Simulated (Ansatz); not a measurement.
A 2-atom cell of CaS started from a crystallographic database (r2SCAN geometry), in Ansatz:

```yaml
crystal:
  lattice:
    - [0.00000, 2.84794, 2.84794]
    - [2.84794, 0.00000, 2.84794]
    - [2.84794, 2.84794, 0.00000]
  atoms:
    - { symbol: Ca, position: [0.00000, 0.00000, 0.00000] }
    - { symbol: S, position: [0.50000, 0.50000, 0.50000] }
```

G0W0@PBE with 253 empty bands, a screening cutoff of 180 eV and a 6×6×6 mesh (PAW, contour deformation) gives 4.171 eV over the mesh points, from a PBE gap of 2.363 eV; it sums over 261 bands with 259 plane waves in the screening and a wave cutoff of 420 eV. The G0W0 figures hold for the stated bands, cutoff and mesh and aren't extrapolated. Calculated for a static, non-magnetic cell.

(1) Estimate the gap with frequency model Godby-Needs pole.

(2) Estimate the gap with empty bands 491, screening cutoff 260 eV.

Answers

(1) 4.144 eV (-0.027 eV), from a Kohn-Sham gap of 2.363 eV.

(2) 4.215 eV (+0.044 eV), from a Kohn-Sham gap of 2.363 eV.
